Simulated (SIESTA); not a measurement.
Crystal: Au.

```
CELL_PARAMETERS angstrom
0.00000 2.03500 2.03500
2.03500 0.00000 2.03500
2.03500 2.03500 0.00000
ATOMIC_POSITIONS crystal
Au 0.00000 0.00000 0.00000
```

Base run:

| Property | Result |
| --- | --- |
| Program | SIESTA 5.4.2 |
| Functional | PBEsol |
| Potentials or basis | PseudoDojo 0.4 standard (PBEsol files) |
| Basis | SZP (energy shift 0.003 Ry) |
| Grid cutoff | 800 Ry |
| Energy shift | 0.003 Ry |
| k mesh | 11 × 11 × 11 |
| Occupations | fermi-dirac, width 0.05 eV |
| Spin | no spin polarisation |

Its results: band gap on the k mesh none (metal or under the smearing width); pressure -1.2 GPa.

Question: The run is repeated on the same cell with these changes: basis from SZP (energy shift 0.003 Ry) to TZP (energy shift 0.003 Ry; two zetas on semicore shells). What comes out?

Answer: Band gap on the k mesh none (metal or under the smearing width); pressure 2.0 GPa.

Caveats: short orbitals over semicore shells can move pressures by several GPa; spin-orbit coupling is left out, which moves the levels of the heavy elements; the basis of atomic orbitals isn't converged, which shifts pressures, moduli and gaps.
